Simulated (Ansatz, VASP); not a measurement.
**One calculation of ZnO (zincite), two programs**

INCAR

```
SYSTEM = ZnO
PREC = Accurate
ENCUT = 520
EDIFF = 1E-6
ISMEAR = 0
SIGMA = 0.012
LREAL = .False.
LASPH = .True.
NELM = 60
ALGO = Fast
ISIF = 2
LWAVE = .False.
LCHARG = .True.
GGA = PE
LELF = .True.
LVHAR = .True.
```

File KPOINTS:

```
regular mesh
0
Gamma
  9 9 5
  0 0 0
```

Contents of POSCAR:

```
ZnO
1.0
    3.2493080000      0.0000000000      0.0000000000
   -1.6246540000      2.8139832727      0.0000000000
    0.0000000000      0.0000000000      5.2057090000
Zn O
2 2
Direct
    0.6666666667      0.3333333333      0.0000000000
    0.3333333333      0.6666666667      0.5000000000
    0.3333333333      0.6666666667      0.8790100000
    0.6666666667      0.3333333333      0.3790100000
```

File input.yaml:

```yaml
crystal:
  lattice:
    - [3.249308, 0.0, 0.0]
    - [-1.624654, 2.8139832727, 0.0]
    - [0.0, 0.0, 5.205709]
  atoms:
    - { symbol: Zn, position: [0.6666666667, 0.3333333333, 0.0] }
    - { symbol: Zn, position: [0.3333333333, 0.6666666667, 0.5] }
    - { symbol: O, position: [0.3333333333, 0.6666666667, 0.87901] }
    - { symbol: O, position: [0.6666666667, 0.3333333333, 0.37901] }
hamiltonian:
  xc: pbe
  pseudopotentials: { kind: paw }
kpoints:
  mp_grid: { grid: [9, 9, 5] }
scf:
  occupations: { method: gaussian, width: 0.012 }
output:
  forces: true
  stress: true
  eigenvalues: true
  write_density: true
  write_potential: true
  elf: true
  volumetric_format: npy
```

Alike in both runs: task single point; functional PBE; k mesh 9 × 9 × 5; occupations gaussian, width 0.012 eV; no spin polarisation.

```csv
,VASP,Ansatz
version,VASP 6.6.1,Ansatz 0.2.0
potentials or method,"VASP PAW PBE potentials, release 64 (Zn, O)",Ansatz PAW
plane-wave cutoff (eV),520,420
valence electrons in the cell,36,36
```

Ansatz gave:

* gap on the k mesh at the Fermi level (eV): 0.80
* least direct gap on the mesh (eV): 0.80
* pressure (GPa): 4.9
* largest component of the traceless stress (GPa): 1.14
* rms of the force components (eV/Å): 0.040

Estimate VASP's values.

gap on the k mesh at the Fermi level (eV): 0.79; least direct gap on the mesh (eV): 0.79; pressure (GPa): 5.9; largest component of the traceless stress (GPa): 1.17; rms of the force components (eV/Å): 0.043.

Atom by atom the forces differ by 0.002 eV/Å (rms over components).

Caveats: odd divisions of the mesh miss points on the zone boundary, where band edges often lie, so the gap on the mesh can be too wide (Ansatz); the pressure holds a Pulay correction of +0.7 GPa for the finite cutoff (Ansatz). Expect the measured gap to be larger: semilocal functionals such as PBE lack the derivative discontinuity.
